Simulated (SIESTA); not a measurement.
FeSi, 8 atoms in the cell. Symmetry: P2_13, No. 198, cubic system. The conventional cell has a = 4.551 Å, b = 4.551 Å, c = 4.551 Å, α = 90.00°, β = 90.00°, γ = 90.00°. Fe (site symmetry 3) has 7 Si at 2.32 to 2.55 Å as nearest neighbours. Si (site symmetry 3) has 7 Fe at 2.32 to 2.55 Å as nearest neighbours. 

- Program: SIESTA 5.4.2
- Task: single point
- Functional: PBE
- Potentials or basis: PseudoDojo 0.4 standard (PBE files)
- Basis: DZP (energy shift 0.003 Ry; two zetas on semicore shells)
- Grid cutoff: 800 Ry
- Energy shift: 0.003 Ry
- k mesh: 6 × 6 × 6
- Occupations: fermi-dirac, width 0.05 eV
- Spin: collinear spin, ferromagnetic start
- Starting moments: [3.0, 3.0, 3.0, 3.0, 0.0, 0.0, 0.0, 0.0] μB

Potentials or basis: PseudoDojo 0.4 standard (PBE files), DZP (energy shift 0.003 Ry; two zetas on semicore shells).

Command:

```bash
$ siesta < FeSi.fdf > FeSi.out 2>&1
```

Hardware: 1 thread of Arm Neoverse V2, on a shared host.

Question: How long does it take, and how much memory?

Answer: Wall time 13 min on 1 thread of Arm Neoverse V2, with other jobs on the host, peak memory 0.81 GiB. Counts: scf iterations 17, k points 132, bands 144.
